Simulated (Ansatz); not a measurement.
# Na in Ansatz: the effect of functional

Crystal: Na.

```
CELL_PARAMETERS angstrom
-2.14100 2.14100 2.14100
2.14100 -2.14100 2.14100
2.14100 2.14100 -2.14100
ATOMIC_POSITIONS crystal
Na 0.00000 0.00000 0.00000
```

Alike in all runs:

```yaml
Program: Ansatz 0.2.0
Task: band structure
Potentials_or_basis: Ansatz PAW
k_mesh: 5 × 5 × 5
Occupations: fermi-dirac, width 0.05 eV
Spin: no spin polarisation
```

**Question.** One run gave: pressure -1.1 GPa. Which functional did it use?
A. r2SCAN
B. PBE
C. LDA
D. RPBE
E. BLYP

**Answer.** C.

| functional | cutoff | pressure (GPa) |
| --- | --- | --- |
| LDA | 420 eV (not typed: the program's choice for these potentials) | -1.1 |
| PBE | 420 eV (not typed: the program's choice for these potentials) | -0.4 |
| PBEsol | 420 eV (not typed: the program's choice for these potentials) | -0.5 |
| RPBE | 420 eV (not typed: the program's choice for these potentials) | 0.1 |
| revPBE | 420 eV (not typed: the program's choice for these potentials) | 0.0 |
| BLYP | 420 eV (not typed: the program's choice for these potentials) | -0.3 |
| r2SCAN | 500 eV (not typed: the program's choice for these potentials) | -0.3 |

Caveats: all runs use coarse meshes; the PAW data sets come from PBE, with cores solved anew for the run's functional, which leaves a small shift of forces and pressure (some runs).
